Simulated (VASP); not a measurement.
Energy against volume of AlSb (zinc blende). Computed with HSEsol screened hybrid, VASP's PBE PAW potentials (set 64) (plane waves; VASP).

| V (Å³/atom) | E (eV/atom) |
|---|---|
| 27.532 | -5.12382 |
| 28.439 | -5.13163 |
| 29.347 | -5.12818 |
| 30.255 | -5.11522 |
| 31.162 | -5.09405 |

Q: Fit a third-order Birch-Murnaghan equation of state.

A: 
```
Quantity                                        Result
---------------------------------------  -------------
volume per atom                          28.59 Å³/atom
bulk modulus                                  606 kbar
pressure derivative of the bulk modulus           4.02
lattice constant a                             6.116 Å
```

Measured: bulk modulus 58.2 GPa (computed value off by +4.1 %), as given by Cormac Toher et al., Physical Review Materials (2017), arXiv:1611.05714; a 6.128 Å (computed value off by -0.2 %), as given by Guo-Xu Zhang et al., New Journal of Physics (2018), doi:10.1088/1367-2630/aac7f0 [thermal expansion removed or low-temperature value; zero-point expansion not removed]. The calculation is for a static lattice, while the measured bulk modulus holds thermal and zero-point effects, which are part of the difference.

The compound is AlSb in the zinc blende structure. It was relaxed first. The cell's shape comes from a PBE relaxation.
